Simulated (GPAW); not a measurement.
Hf in GPAW: the effect of target pressure

Hf:

```
Hf
1.0
     0.00000    2.22000    2.22000
     2.22000    0.00000    2.22000
     2.22000    2.22000    0.00000
Hf
1
Direct
  0.00000 0.00000 0.00000
```

This isn't the form of Hf at room conditions, which is hcp.

Alike in all runs:

| Quantity | Value |
| --- | --- |
| Program | GPAW 26.7.0 |
| Task | relaxation of cell and atoms |
| Functional | PBEsol |
| Potentials or basis | PAW data sets generated in the run's folder for this functional |
| Cutoff | 600 eV |
| Basis | pw |
| k mesh | 10 × 10 × 10 |
| Occupations | fermi-dirac, width 0.05 eV |
| Spin | no spin polarisation |

Each run relaxes the cell or the atoms first.

```tsv
target pressure	target pressure	relaxed volume (Å³/atom)
0 GPa	-	21.64
2 GPa	2 GPa	?
5 GPa	5 GPa	20.75
10 GPa	10 GPa	20.04
20 GPa	20 GPa	18.83
30 GPa	30 GPa	17.84
```

What does the run with target pressure 2 GPa give?

Relaxed volume 21.27 Å³/atom.

Worked out: In Murnaghan's law V^(-B') rises as a straight line in P. The other rows fit best with B' = 3.1, V0 = 21.64 Å³/atom and B0 = 114 GPa, which gives 21.28 Å³/atom at 2 GPa, against the run's 21.27.

Caveats: later steps reuse the first step's grids; the volume moved by over 15 % at a fixed basis, so the end points are rough (some runs).
